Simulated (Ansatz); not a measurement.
Relaxed InN (zinc blende):

```yaml
crystal:
  lattice:
    - [0.00000, 2.49330, 2.49330]
    - [2.49330, 0.00000, 2.49330]
    - [2.49330, 2.49330, 0.00000]
  atoms:
    - { symbol: N, position: [0.75000, 0.75000, 0.75000] }
    - { symbol: In, position: [0.00000, 0.00000, 0.00000] }
```

Scan: atom 2 (In, nearest neighbour N at 2.159 Å; its periodic images, 3.5 Å or more away, move with it) is displaced along Cartesian x, direction (1.000, 0.000, 0.000) in Cartesian axes, by s. The other atoms stay.

Method: PBEsol (plane waves to 420 eV, PAW, scalar-relativistic; Ansatz, an electronic-structure program). k mesh 9×9×9 (Γ-centred), Fermi-Dirac smearing 0.05 eV. With partly filled bands, energies and forces of such displacements shift with the k mesh and the smearing. F∥ is the force on the atom along that direction. At this level the bands of InN touch or barely overlap; measurements give the solid a gap. InN was relaxed with its symmetry unable to fall. 

```tsv
s (Å)	F∥ (eV/Å)
-0.220	1.949
-0.176	1.595
-0.132	1.217
-0.088	0.821
-0.044	0.413
0.000	0.000
0.044	-0.413
0.088	-0.821
0.132	-1.217
0.176	-1.595
0.220	-1.949
```

Problem. What is the force constant k = d²E/ds² of this move at s = 0?

Solution. 9.41 eV/Å². The forces along the line at the two nearest points give (0.413 − (-0.413)) / (2·0.044) = 9.39 eV/Å²; the next pair corrects for the finite step.

Problem. With two atoms in the cell this is the zone-centre optical mode. What wavenumber follows?

Solution. 453 cm⁻¹. Reduced mass μ = 12.48 u; ν̃ = 521.5·√(k/μ) with k = 9.41 eV/Å².

(For displaced atoms, the force is minus the slope of the energy, and its curvature is a force constant, which sets phonon frequencies.)
